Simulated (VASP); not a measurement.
# AlP (F-43m) in VASP: notebook

The runs below take AlP through dielectric tensor, band structure, with PBE, LDA.

Program: VASP 6.6.1. These are calculated values, not measurements. Logs are shortened: lines on timing, memory, paths and dates and some standing lists are left out, and cuts for length are marked.

**Measured values to compare with.**

A printed reference work, data compilation reports, for a bulk crystal of AlP at 4.2 K: band gap 2.505 eV (indirect).

From a printed reference work, textbook, for a bulk crystal of AlP: high-frequency dielectric constant 7.56.

How close the calculation comes is told below.

### Step 1. The crystal as given

It takes space group F-43m (No. 216, cubic). Conventional cell: a = 5.506 Å, b = 5.506 Å, c = 5.506 Å, α = 90.00°, β = 90.00°, γ = 90.00°. Al (site symmetry -43m) is surrounded by 4 P at 2.38 Å. P (site symmetry -43m) has 4 Al at 2.38 Å as nearest neighbours.

The cell is a database's computed one.

### Step 2. Dielectric tensor, PBE

Input file INCAR:

```
SYSTEM = AlP
PREC = Accurate ; ENCUT = 450
EDIFF = 1E-8 ; ISMEAR = 0
SIGMA = 0.02 ; LREAL = .False.
LASPH = .True. ; NELM = 120
ALGO = Normal ; ISIF = 2
LWAVE = .False. ; LCHARG = .False.
GGA = PE ; LEPSILON = .True.
IBRION = 8 ; KPAR = 2
```

Input file KPOINTS:

```
Automatic mesh
0
Gamma
  10 10 10
  0 0 0
```

Input file POSCAR:

```
AlP                                     
1.0
    0.0000000000      2.7528708547      2.7528708547
    2.7528708547      0.0000000000      2.7528708547
    2.7528708547      2.7528708547      0.0000000000
  Al              P             
     1     1
Direct
     0.0000000000000000    0.0000000000000000    0.0000000000000000
     0.2500000000000000    0.2500000000000000    0.2500000000000000
```

Potentials or basis: VASP PAW PBE potentials, release 64 (Al, P).

Run with:

```
$ cat potpaw_PBE.64/Al/POTCAR potpaw_PBE.64/P/POTCAR > POTCAR
$ mpirun -np 2 vasp_std > vasp.out
```

OUTCAR:

```text
SYSTEM = AlP
   PREC = Accurate
   ENCUT = 450
   EDIFF = 1E-8
   ISMEAR = 0
   LREAL = .False.
   LASPH = .True.
   NELM = 120
   ISIF = 2
   GGA = PE
   LEPSILON = .True.
   IBRION = 8

 ion  position               nearest neighbor table
   1  0.000  0.000  0.000-   2 2.38   2 2.38   2 2.38   2 2.38
   2  0.250  0.250  0.250-   1 2.38   1 2.38   1 2.38   1 2.38

  LATTYP: Found a face centered cubic cell.
 ALAT       =     5.5057417094

  Lattice vectors:

 A1 = (   0.0000000000,   2.7528708547,   2.7528708547)
 A2 = (   2.7528708547,   0.0000000000,   2.7528708547)
 A3 = (   2.7528708547,   2.7528708547,   0.0000000000)

Analysis of symmetry for initial positions (statically):
=====================================================================
 Subroutine PRICEL returns:
 Original cell was already a primitive cell.

 Routine SETGRP: Setting up the symmetry group for a
 face centered cubic supercell.

 Subroutine GETGRP returns: Found 24 space group operations
 (whereof 24 operations were pure point group operations)
 out of a pool of 48 trial point group operations.

The static configuration has the point symmetry T_d .

Analysis of symmetry for dynamics (positions and initial velocities):
=====================================================================
 Subroutine PRICEL returns:
 Original cell was already a primitive cell.

 Routine SETGRP: Setting up the symmetry group for a
 face centered cubic supercell.

 Subroutine GETGRP returns: Found 24 space group operations
 (whereof 24 operations were pure point group operations)
 out of a pool of 48 trial point group operations.

The dynamic configuration has the point symmetry T_d .

 Subroutine INISYM returns: Found 24 space group operations
 (whereof 24 operations are pure point group operations),
 and found     1 'primitive' translations

----------------------------------------------------------------------------------------

                                     Primitive cell

  volume of cell :      41.7242

  direct lattice vectors                    reciprocal lattice vectors
     0.000000000  2.752870855  2.752870855    -0.181628571  0.181628571  0.181628571
     2.752870855  0.000000000  2.752870855     0.181628571 -0.181628571  0.181628571
     2.752870855  2.752870855  0.000000000     0.181628571  0.181628571 -0.181628571

  length of vectors
     3.893147298  3.893147298  3.893147298     0.314589913  0.314589913  0.314589913

  position of ions in fractional coordinates (direct lattice)
     0.000000000  0.000000000  0.000000000
     0.250000000  0.250000000  0.250000000

  ion indices of the primitive-cell ions
   primitive index   ion index
                 1           1
                 2           2

----------------------------------------------------------------------------------------

 KPOINTS: Automatic mesh

Automatic generation of k-mesh.
 Grid dimensions read from file:
 generate k-points for:   10   10   10

 Generating k-lattice:

  Cartesian coordinates                     Fractional coordinates (reciprocal lattice)
    -0.018162857  0.018162857  0.018162857     0.100000000  0.000000000  0.000000000
     0.018162857 -0.018162857  0.018162857     0.000000000  0.100000000  0.000000000
     0.018162857  0.018162857 -0.018162857     0.000000000  0.000000000  0.100000000

  Length of vectors
     0.031458991  0.031458991  0.031458991

  Shift w.r.t. Gamma in fractional coordinates (k-lattice)
     0.000000000  0.000000000  0.000000000

 Subroutine IBZKPT returns following result:
 ===========================================

 Found     47 irreducible k-points:

 Following reciprocal coordinates:
[... 372 lines left out ...]
     0.000000000  2.752870855  2.752870855    -0.181628571  0.181628571  0.181628571
     2.752870855  0.000000000  2.752870855     0.181628571 -0.181628571  0.181628571
     2.752870855  2.752870855  0.000000000     0.181628571  0.181628571 -0.181628571

 POSITION                                       TOTAL-FORCE (eV/Angst)
[... 43 lines left out ...]
 ------------------------------------------------------

 PIEZOELECTRIC TENSOR (including local field effects)  for field in x, y, z        (e  Angst)
          XX          YY          ZZ          XY          YZ          ZX
  --------------------------------------------------------------------------------
  x     0.00000     0.00000     0.00000     0.00000    -1.78008     0.00000
  y     0.00000     0.00000     0.00000     0.00000     0.00000    -1.78008
  z     0.00000     0.00000     0.00000    -1.78008     0.00000     0.00000

 PIEZOELECTRIC TENSOR (including local field effects)  for field in x, y, z        (C/m^2)
          XX          YY          ZZ          XY          YZ          ZX
  --------------------------------------------------------------------------------
  x     0.00000     0.00000     0.00000     0.00000    -0.68354     0.00000
  y     0.00000     0.00000     0.00000     0.00000     0.00000    -0.68354
  z     0.00000     0.00000     0.00000    -0.68354     0.00000     0.00000

 BORN EFFECTIVE CHARGES (including local field effects) (in |e|, cummulative output)
 ---------------------------------------------------------------------------------
 ion    1
    1     2.24713    -0.00000     0.00000
    2    -0.00000     2.24713    -0.00000
    3     0.00000     0.00000     2.24713
 ion    2
    1    -2.24713     0.00000    -0.00000
    2     0.00000    -2.24713     0.00000
    3     0.00000     0.00000    -2.24713

 INTERNAL STRAIN TENSOR FOR ION    2 for displacements in x,y,z  (eV/Angst):
          X           Y           Z          XY          YZ          ZX
  --------------------------------------------------------------------------------
  x     0.00000     0.00000     0.00000     0.00000    -7.47574     0.00000
  y     0.00000     0.00000     0.00000     0.00000     0.00000    -7.47574
  z     0.00000     0.00000     0.00000    -7.47574     0.00000     0.00000

 SECOND DERIVATIVES (NOT SYMMETRIZED)
 ------------------------------------
               1X          1Y          1Z          2X          2Y          2Z
  1X    -9.638611    0.000000    0.000000    9.638611    0.000000    0.000000
  1Y     0.000000   -9.638611    0.000000    0.000000    9.638611    0.000000
  1Z     0.000000    0.000000   -9.638611    0.000000    0.000000    9.638611
  2X     9.646136    0.000000    0.000000   -9.646136    0.000000    0.000000
  2Y     0.000000    9.646136    0.000000    0.000000   -9.646136    0.000000
  2Z     0.000000    0.000000    9.646136    0.000000    0.000000   -9.646136

 Eigenvectors and eigenvalues of the dynamical matrix
 ----------------------------------------------------

   1 f  =   12.783644 THz    80.322003 2PiTHz  426.416460 cm-1    52.868879 meV
             X         Y         Z           dx          dy          dz
      0.000000  0.000000  0.000000     0.000000    0.730927    0.000000
      1.376435  1.376435  1.376435     0.000000   -0.682455    0.000000
[... 21 lines left out ...]
   6 f/i=    0.002488 THz     0.015635 2PiTHz    0.083003 cm-1     0.010291 meV
             X         Y         Z           dx          dy          dz
      0.000000  0.000000  0.000000     0.000000    0.000000   -0.682455
      1.376435  1.376435  1.376435     0.000000    0.000000   -0.730927

--------------------------------------------------------------------------------------------------------

 MACROSCOPIC STATIC DIELECTRIC TENSOR IONIC CONTRIBUTION
 ------------------------------------------------------
           2.271180    -0.000000     0.000000
          -0.000000     2.271180     0.000000
           0.000000     0.000000     2.271180
 ------------------------------------------------------

 ELASTIC MODULI CONTR FROM IONIC RELAXATION (kBar)
 Direction    XX          YY          ZZ          XY          YZ          ZX
 --------------------------------------------------------------------------------
 XX          -0.0000      0.0000      0.0000     -0.0000      0.0000     -0.0000
 YY           0.0000     -0.0000     -0.0000     -0.0000     -0.0000      0.0000
 ZZ           0.0000     -0.0000     -0.0000      0.0000     -0.0000     -0.0000
 XY          -0.0000     -0.0000      0.0000   -219.8046     -0.0000     -0.0000
 YZ           0.0000     -0.0000     -0.0000     -0.0000   -219.8046      0.0000
 ZX          -0.0000      0.0000     -0.0000     -0.0000      0.0000   -219.8046
 --------------------------------------------------------------------------------

 PIEZOELECTRIC TENSOR IONIC CONTR  for field in x, y, z        (C/m^2)
          XX          YY          ZZ          XY          YZ          ZX
  --------------------------------------------------------------------------------
  x    -0.00000     0.00000     0.00000     0.00000     0.66484    -0.00000
  y     0.00000    -0.00000     0.00000     0.00000    -0.00000     0.66484
  z     0.00000     0.00000    -0.00000     0.66484     0.00000     0.00000
```

Run time: 1.8 min. Hardware: 2 MPI ranks of Intel Xeon Platinum 8488C (Sapphire Rapids), shared host; peak memory 0.25 GiB.

What came out:

```
Band gap on the k mesh                                  : 1.63 eV, indirect (least direct gap 3.09 eV)
Electronic dielectric tensor (diagonal)                 : 8.19
Born charges (mean of the diagonal)                     : Al +2.25; P -2.25 e
Highest phonon frequency at Γ, LO-TO splitting left out : 426 cm⁻¹
```

Levels at points of the mesh, in eV from the valence-band top:
```csv
k point,band 1,band 2,band 3,band 4,band 5,band 6,band 7,band 8
"(0.00, 0.00, 0.00)",-11.36,0.00,0.00,0.00,3.09,4.53,4.53,4.53
"(0.50, 0.00, 0.00)",-9.75,-5.42,-0.75,-0.75,2.72,4.81,4.81,8.21
"(0.50, 0.50, 0.00)",-9.11,-5.22,-2.05,-2.05,1.63,2.47,10.86,10.86
```

Phonon frequencies in cm⁻¹ (negative: imaginary):
| q point | frequencies |
| --- | --- |
| (0.000, 0.000, 0.000) | 0 0 0 426 426 426 |

Electronic dielectric tensor:
```
8.19 0.00 0.00
0.00 8.19 0.00
0.00 0.00 8.19
```

Born effective charge tensors (e):
atom 1, Al
```
2.25 0.00 0.00
0.00 2.25 0.00
0.00 0.00 2.25
```
atom 2, P
```
-2.25  0.00  0.00
 0.00 -2.25  0.00
 0.00  0.00 -2.25
```

### Step 3. Band structure, LDA

POSCAR is that of step 2.

Input file INCAR.step1:

```
SYSTEM = AlP
  ALGO = Normal
  EDIFF = 1E-6
  ENCUT = 450
  ISIF = 2
  ISMEAR = 0
  KPAR = 2
  LASPH = .True.
  LCHARG = .True.
  LREAL = .False.
  LWAVE = .False.
  NELM = 120
  PREC = Accurate
  SIGMA = 0.02
```

Input file KPOINTS.step1:

```
k-points
0
Gamma
  10 10 10
  0 0 0
```

Input file INCAR.step2:

```
SYSTEM = AlP
  ALGO = Normal
  EDIFF = 1E-6
  ENCUT = 450
  ICHARG = 11
  ISIF = 2
  ISMEAR = 0
  KPAR = 2
  LASPH = .True.
  LCHARG = .False.
  LREAL = .False.
  LWAVE = .False.
  NELM = 120
  PREC = Accurate
  SIGMA = 0.05
```

Input file KPOINTS.step2:

```
path GXWKGLUWLK,UX
20
line-mode
reciprocal
 0.0000000000  0.0000000000  0.0000000000  G
 0.5000000000  0.0000000000  0.5000000000  X

 0.5000000000  0.0000000000  0.5000000000  X
 0.5000000000  0.2500000000  0.7500000000  W

 0.5000000000  0.2500000000  0.7500000000  W
 0.3750000000  0.3750000000  0.7500000000  K

 0.3750000000  0.3750000000  0.7500000000  K
 0.0000000000  0.0000000000  0.0000000000  G

 0.0000000000  0.0000000000  0.0000000000  G
 0.5000000000  0.5000000000  0.5000000000  L

 0.5000000000  0.5000000000  0.5000000000  L
 0.6250000000  0.2500000000  0.6250000000  U

 0.6250000000  0.2500000000  0.6250000000  U
 0.5000000000  0.2500000000  0.7500000000  W

 0.5000000000  0.2500000000  0.7500000000  W
 0.5000000000  0.5000000000  0.5000000000  L

 0.5000000000  0.5000000000  0.5000000000  L
 0.3750000000  0.3750000000  0.7500000000  K

 0.6250000000  0.2500000000  0.6250000000  U
 0.5000000000  0.0000000000  0.5000000000  X
```

Potentials or basis: VASP PAW LDA potentials, release 64 (Al, P).

Run with:

```
$ cat potpaw_LDA.64/Al/POTCAR potpaw_LDA.64/P/POTCAR > POTCAR
$ cp INCAR.step1 INCAR
$ cp KPOINTS.step1 KPOINTS
$ mpirun -np 2 vasp_std > vasp.out
$ cp INCAR.step2 INCAR
$ cp KPOINTS.step2 KPOINTS
$ mpirun -np 2 vasp_std > vasp.out
```

It took 12 s on 2 MPI ranks of Intel Xeon Platinum 8488C (Sapphire Rapids), shared host; peak memory 0.16 GiB.

The run converged. Its results:

```
Band gap on the k mesh  : 1.49 eV, indirect (least direct gap 2.91 eV)
Band gap along the path : 1.49 eV, indirect (least direct gap 2.91 eV)
```

Levels at the corners of the path, in eV from the valence-band top:
| point | band 1 | band 2 | band 3 | band 4 | band 5 | band 6 | band 7 | band 8 |
| --- | --- | --- | --- | --- | --- | --- | --- | --- |
| Γ | -11.36 | 0.00 | 0.00 | 0.00 | 2.91 | 4.44 | 4.44 | 4.44 |
| X | -9.08 | -5.27 | -2.07 | -2.07 | 1.49 | 2.34 | 10.68 | 10.68 |
| X | -9.08 | -5.27 | -2.07 | -2.07 | 1.49 | 2.34 | 10.68 | 10.68 |
| W | -9.04 | -4.90 | -3.12 | -2.77 | 4.22 | 5.72 | 6.00 | 6.17 |
| W | -9.04 | -4.90 | -3.12 | -2.77 | 4.22 | 5.72 | 6.00 | 6.17 |
| K | -9.11 | -5.00 | -3.37 | -1.71 | 2.32 | 4.96 | 8.27 | 8.49 |
| K | -9.11 | -5.00 | -3.37 | -1.71 | 2.32 | 4.96 | 8.27 | 8.48 |
| Γ | -11.36 | 0.00 | 0.00 | 0.00 | 2.91 | 4.44 | 4.44 | 4.44 |
| Γ | -11.36 | 0.00 | 0.00 | 0.00 | 2.91 | 4.44 | 4.44 | 4.44 |
| L | -9.73 | -5.47 | -0.75 | -0.75 | 2.57 | 4.72 | 4.72 | 8.00 |
| L | -9.73 | -5.47 | -0.75 | -0.75 | 2.57 | 4.72 | 4.72 | 8.00 |
| U | -9.11 | -5.00 | -3.37 | -1.71 | 2.32 | 4.96 | 8.27 | 8.49 |
| U | -9.11 | -5.00 | -3.37 | -1.71 | 2.32 | 4.96 | 8.27 | 8.49 |
| W | -9.04 | -4.90 | -3.12 | -2.77 | 4.22 | 5.72 | 6.00 | 6.17 |
| W | -9.04 | -4.90 | -3.12 | -2.77 | 4.22 | 5.72 | 6.00 | 6.17 |
| L | -9.73 | -5.47 | -0.75 | -0.75 | 2.57 | 4.72 | 4.72 | 8.00 |
| L | -9.73 | -5.47 | -0.75 | -0.75 | 2.57 | 4.72 | 4.72 | 8.00 |
| K | -9.11 | -5.00 | -3.37 | -1.71 | 2.32 | 4.96 | 8.27 | 8.49 |
| U | -9.11 | -5.00 | -3.37 | -1.71 | 2.32 | 4.96 | 8.27 | 8.49 |
| X | -9.08 | -5.27 | -2.07 | -2.07 | 1.49 | 2.34 | 10.68 | 10.68 |

Caveat: the log is that of the step along the path at fixed density, whose energy, stress, charges and moments have no meaning.

### Step 4. Band structure, PBE

POSCAR is that of step 3.

Edit INCAR.step1 of step 3 so:

```diff
@@ -4,2 +4,3 @@
   ENCUT = 450
+  GGA = PE
   ISIF = 2
```

KPOINTS.step1 is that of step 3.

Edit INCAR.step2 of step 3 so:

```diff
@@ -4,2 +4,3 @@
   ENCUT = 450
+  GGA = PE
   ICHARG = 11
```

KPOINTS.step2 is that of step 3.

Potentials or basis: VASP PAW PBE potentials, release 64 (Al, P).

Run with:

```
$ cat potpaw_PBE.64/Al/POTCAR potpaw_PBE.64/P/POTCAR > POTCAR
$ cp INCAR.step1 INCAR
$ cp KPOINTS.step1 KPOINTS
$ mpirun -np 2 vasp_std > vasp.out
$ cp INCAR.step2 INCAR
$ cp KPOINTS.step2 KPOINTS
$ mpirun -np 2 vasp_std > vasp.out
```

Run time: 13 s. Hardware: 2 MPI ranks of Intel Xeon Platinum 8488C (Sapphire Rapids), shared host; peak memory 0.17 GiB.

The run converged. Its results:

```yaml
Band_gap_on_the_k_mesh: 1.63 eV, indirect (least direct gap 3.09 eV)
Band_gap_along_the_path: 1.63 eV, indirect (least direct gap 3.09 eV)
```

Levels at the corners of the path, in eV from the valence-band top:
| point | band 2 | band 3 | band 4 | band 5 | band 6 | band 7 |
| --- | --- | --- | --- | --- | --- | --- |
| Γ | 0.00 | 0.00 | 0.00 | 3.09 | 4.53 | 4.53 |
| X | -5.22 | -2.05 | -2.05 | 1.63 | 2.47 | 10.86 |
| X | -5.22 | -2.05 | -2.05 | 1.63 | 2.47 | 10.86 |
| W | -4.86 | -3.08 | -2.73 | 4.32 | 5.82 | 6.13 |
| W | -4.86 | -3.08 | -2.73 | 4.32 | 5.82 | 6.13 |
| K | -4.95 | -3.32 | -1.69 | 2.46 | 5.07 | 8.37 |
| K | -4.95 | -3.32 | -1.69 | 2.46 | 5.07 | 8.37 |
| Γ | 0.00 | 0.00 | 0.00 | 3.09 | 4.53 | 4.53 |
| Γ | 0.00 | 0.00 | 0.00 | 3.09 | 4.53 | 4.53 |
| L | -5.42 | -0.75 | -0.75 | 2.72 | 4.81 | 4.81 |
| L | -5.42 | -0.75 | -0.75 | 2.72 | 4.81 | 4.81 |
| U | -4.95 | -3.32 | -1.69 | 2.46 | 5.07 | 8.37 |
| U | -4.95 | -3.32 | -1.69 | 2.46 | 5.07 | 8.37 |
| W | -4.86 | -3.08 | -2.73 | 4.32 | 5.82 | 6.13 |
| W | -4.86 | -3.08 | -2.73 | 4.32 | 5.82 | 6.13 |
| L | -5.42 | -0.75 | -0.75 | 2.72 | 4.81 | 4.81 |
| L | -5.42 | -0.75 | -0.75 | 2.72 | 4.81 | 4.81 |
| K | -4.95 | -3.32 | -1.69 | 2.46 | 5.07 | 8.37 |
| U | -4.95 | -3.32 | -1.69 | 2.46 | 5.07 | 8.37 |
| X | -5.22 | -2.05 | -2.05 | 1.63 | 2.47 | 10.86 |

Caveat: the log is that of the step along the path at fixed density, whose energy, stress, charges and moments have no meaning.

### Step 5. Summary

```tsv
task	level	potentials or basis	gap on the mesh (eV)
dielectric tensor	PBE	VASP PAW PBE potentials, release 64 (Al, P)	1.63
band structure	LDA	VASP PAW LDA potentials, release 64 (Al, P)	1.49
band structure	PBE	VASP PAW PBE potentials, release 64 (Al, P)	1.63
```

Alike in all rows: no spin polarisation; cell as given; k mesh 10 × 10 × 10; cutoff (eV) 450; smearing gaussian 0.02 eV.

Total energies depend on the potentials used, so only differences within one code and one set of settings carry meaning.

### Step 6. Against experiment

Step 2. Measured gap of AlP: 2.505 eV (indirect; 4.2 K; a printed reference work, data compilation). This calculation gives 1.63 eV (-0.88 eV). The value is that of PBE on a finite k mesh, which can miss the band edges, without temperature or zero-point motion. Semilocal functionals fall short of measured gaps as a rule. The cell is a database's relaxed one, not the measured one, which moves gaps too. A measured high-frequency dielectric constant of AlP is 7.56 (a printed reference work, textbook); the calculated 8.19 misses it by +8.4 %.

Step 3. Against the measured gap of AlP, 2.505 eV (indirect; 4.2 K; a printed reference work, data compilation), the calculated 1.49 eV is off by -1.02 eV. The value is that of LDA, without temperature or zero-point motion. Semilocal functionals fall short of measured gaps as a rule. The cell is a database's relaxed one, not the measured one, which moves gaps too.

Step 4. Against the measured gap of AlP, 2.505 eV (indirect; 4.2 K; a printed reference work, data compilation), the calculated 1.63 eV is off by -0.88 eV. The value is that of PBE, without temperature or zero-point motion. Semilocal functionals fall short of measured gaps as a rule. The cell is a database's relaxed one, not the measured one, which moves gaps too.
